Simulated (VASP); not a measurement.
**Tb: single point with PBEsol+U**

Crystal: Tb.

```
CELL_PARAMETERS angstrom
0.00000 2.64014 2.64014
2.64014 0.00000 2.64014
2.64014 2.64014 0.00000
ATOMIC_POSITIONS crystal
Tb 0.00000 0.00000 0.00000
```

This isn't the form of Tb at room conditions, which is hcp.

The cell isn't the ideal one: volume scaled by 1.15.

```json
{
  "Program": "VASP 6.6.1",
  "Task": "single point",
  "Functional": "PBEsol",
  "Potentials or basis": "VASP PAW PBE potentials, release 64 (Tb)",
  "Cutoff": "520 eV",
  "k mesh": "9 × 9 × 9",
  "Occupations": "tetrahedron",
  "Spin": "collinear spin, typed start",
  "Starting moments": "[6.0] μB",
  "Hubbard terms": "Tb f U = 6.0 eV"
}
```

* Pressure: -0.1 GPa
* Band gap on the k mesh: none (metal or under the smearing width)
* Net moment: 3.00 μB per cell
* Site moments: Tb +2.73 μB
* Valence electrons inside the program's atomic spheres: Tb 16.49

Levels at points of the mesh, in eV from the Fermi level:
Spin up:
| k point | band 8 | band 9 | band 10 | band 11 | band 12 | band 13 | band 14 | band 15 |
| --- | --- | --- | --- | --- | --- | --- | --- | --- |
| (0.00, 0.00, 0.00) | -3.66 | -3.66 | 0.13 | 0.13 | 0.13 | 2.19 | 2.19 | 2.19 |
Spin down:
```csv
k point,band 6,band 7,band 8,band 9,band 10,band 11
"(0.00, 0.00, 0.00)",-1.67,-1.67,-1.67,2.61,2.61,2.61
```

Eigenvalues of the final occupation matrices:
| site | spin | trace | eigenvalues |
| --- | --- | --- | --- |
| site 1 f | 1 | 5.61 | 0.56 0.56 0.56 0.98 0.98 0.98 0.98 |
| site 1 f | 2 | 2.93 | 0.00 0.00 0.00 0.00 0.98 0.98 0.98 |

It took 9.5 min on 1 thread of Intel(R) Xeon(R) Platinum 8488C (Sapphire Rapids) (shared host), peak memory 0.21 GiB.

Caveat: the magnetic or orbital state may not be the lowest; the PAW data sets were made with another functional, which shifts forces and pressure a little; spin-orbit coupling is left out, which moves the levels of the heavy elements; tetrahedron occupations give inexact forces and stress in metals. The state reached can hang on the start; a lower one may exist.
